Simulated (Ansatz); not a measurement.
BaS (Fm-3m), an elastic constant from a strain scan

The calculation used Ansatz, DFT PBE, scalar-relativistic, plane waves, PAW. Settings: plane waves to 420 eV, k-mesh 8×8×8 (Γ-centred), Gaussian smearing 0.05 eV. No spin polarisation. Energies are free energies at this smearing, counted from the undisturbed cell; pressure is positive in compression.

Zero of the scan (as given, not relaxed at this level; it stands at 0.8 GPa):

```
Ba S
1.0
     0.00000    3.19375    3.19375
     3.19375    0.00000    3.19375
     3.19375    3.19375    0.00000
Ba S
1 1
Direct
  0.00000 0.00000 0.00000
  0.50000 0.50000 0.50000
```

The cell is strained by ε times the Voigt pattern (0, 0, 1, 0, 0, 0) (xx, yy, zz, yz, xz, xy; engineering shear) with fractional coordinates fixed. The cell holds 2 atoms in V0 = 65.15 Å³. The stress column is τ = (1/V0) dE/dε, got from the stress tensor σ (compression positive) at each point as −det(1 + εP) σ : P(1 + εP)⁻¹, with P the pattern as a tensor.

| ε | ΔE (meV/atom) | τ (GPa) |
| --- | --- | --- |
| -0.0200 | 7.775 | -3.085 |
| -0.0150 | 4.956 | -2.468 |
| -0.0100 | 2.745 | -1.888 |
| -0.0050 | 1.105 | -1.344 |
| 0.0000 | 0.000 | -0.834 |
| 0.0050 | -0.603 | -0.357 |
| 0.0100 | -0.736 | 0.090 |
| 0.0150 | -0.428 | 0.509 |
| 0.0175 | -0.119 | 0.708 |
| 0.0200 | ? | ? |

Q: Which combination of elastic constants does this scan measure, and how large is it?

A: For small ε, τ = τ0 + Kε with K = pᵀCp, which for this pattern is C11 in the cubic axes. The parabola through τ at ε = -0.0050, 0 and 0.0050 has slope K = 99 GPa at zero. The energies per cell, E = NΔE, of the same two points give K = 2[E(ε₊)/ε₊ − E(ε₋)/ε₋]/[(ε₊ − ε₋)V0] = 99 GPa, in agreement.

Q: Predict the withheld row at ε = 0.0200 from the harmonic law, and compare.

A: ΔE = V0(τ0 ε + Kε²/2)/N = 0.623 meV/atom and τ = 1.14 GPa. The calculation gives 0.290 meV/atom and 0.90 GPa: the energy lies 53 % below the harmonic value, as bonds soften when stretched.